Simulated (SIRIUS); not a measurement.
The system is Ti.

```
Ti
1.0
     2.95000    0.00000    0.00000
    -1.47500    2.55477    0.00000
     0.00000    0.00000    4.68000
Ti
2
Cartesian
  1.4750 0.8516 3.5100
  0.0000 1.7032 1.1700
```

* Program: SIRIUS 7.12.0
* Task: single point
* Functional: PBEsol
* Potentials or basis: PseudoDojo 0.4.1 PBEsol standard (scalar relativistic)
* Cutoff: 1152 eV
* Density cutoff: 4606 eV
* k mesh: 10 × 10 × 6
* Occupations: fermi-dirac, width 0.05 eV
* Spin: no spin polarisation

On this cell: pressure -5.7 GPa; largest force under 0.003 eV/Å; band gap on the k mesh none (metal or under the smearing width).

The same run follows on a disturbed copy (atoms moved at random, drawn with an rms of 0.05 Å):

```xyz
2
Lattice="2.9500 0.0000 0.0000 -1.4750 2.5548 0.0000 0.0000 0.0000 4.6800" Properties=species:S:1:pos:R:3 pbc="T T T"
Ti    1.5420    0.8351    3.5029
Ti    0.0045    1.7191    1.1641
```

**Question.** What does the disturbed cell give?

**Answer.** The energy (extrapolated to zero smearing) moves by +2.0 meV/atom; pressure -5.7 GPa; largest force 0.102 eV/Å; band gap on the k mesh none (metal or under the smearing width).

Forces in eV/Å, atoms in the order of the input:
```
Ti  -0.091  0.046  0.003
Ti   0.091 -0.046 -0.003
```

Stress tensor (GPa, compression positive):
```
-5.88  0.68  0.00
 0.68 -5.18  0.00
 0.00  0.00 -5.96
```
